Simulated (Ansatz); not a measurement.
Method: DFT PBE, scalar-relativistic, plane waves, PAW in Ansatz. All cells share a 420 eV cutoff and Γ-centred k meshes spaced at most about 0.3 Å⁻¹ (about 0.25 or finer for metals, 2π included). No spin polarisation in the final relaxations.

All energies are static (0 K, no zero-point motion).

Two forms of AlRu were relaxed alike.

A.

Space group P6_3/mmc (No. 194). a = 2.877 Å, b = 2.877 Å, c = 7.910 Å, α = 90.00°, β = 90.00°, γ = 120.00°
```csv
atom,site,symmetry,x,y,z
Al,2a,-3m.,0.0000,0.0000,0.5000
Ru,2c,-6m2,0.6667,0.3333,0.7500
```

B.

Space group Pm-3m (No. 221). a = 3.004 Å, b = 3.004 Å, c = 3.004 Å, α = 90.00°, β = 90.00°, γ = 90.00°
```json
{"atom": "Al", "site": "1a", "symmetry": "m-3m", "x": "0.0000", "y": "0.0000", "z": "0.0000"}
{"atom": "Ru", "site": "1b", "symmetry": "m-3m", "x": "0.5000", "y": "0.5000", "z": "0.5000"}
```

Task: Which form is favoured at zero pressure, and by what margin per atom?

Result: B is lower, by 272 meV/atom. A has Al and Ru ordered on dhcp sites, space group P6_3/mmc (No. 194), 14.2 Å³/atom and no gap on its mesh; B has the caesium chloride type, space group Pm-3m (No. 221), 13.6 Å³/atom and no gap. Counting all near atoms (those within 1.25 times the shortest distance at each site; a plus sign parts nearer from farther groups), A has Al 6+6, Ru 6+6 and B has Al 8+6, Ru 8+6. The denser one is the lower, and pressure would at first widen the difference. In A, around Al lie 6 Ru at 2.58 Å and 6 Al at 2.88 Å; Ru has 6 Al at 2.58 Å and 6 Ru at 2.88 Å. In B, around Al lie 8 Ru at 2.60 Å and 6 Al at 3.00 Å; Ru has 8 Al at 2.60 Å and 6 Ru at 3.00 Å. Both come from invented guesses. The part of the Crystallography Open Database at hand lists AlRu in space group No. 221; sharing a group (Pm-3m) doesn't make a cell the listed structure.

Cells relaxed within their symmetry can be saddle points.

The large margin in favour of the caesium chloride form fits the strong preference of Al and Ru for unlike neighbours. Each atom there has eight unlike contacts at 2.60 Å, against six at 2.58 Å in the dhcp-based form, so two more heteroatomic bonds are gained for very little stretching. The stacked form builds each close-packed layer from a single element, which brings like atoms to 2.88 Å instead of 3.00 Å. The energy gain probably comes from hybridisation of Ru 4d with Al 3s and 3p states, which is known in such aluminides to open a pseudogap near the Fermi level; the absence of a true gap is compatible with this. Nominal close packing brings no advantage in density here. The preference agrees with the caesium chloride structure known for this compound, but two candidates don't establish a ground state against other orderings or against decomposition into neighbouring Al–Ru phases.
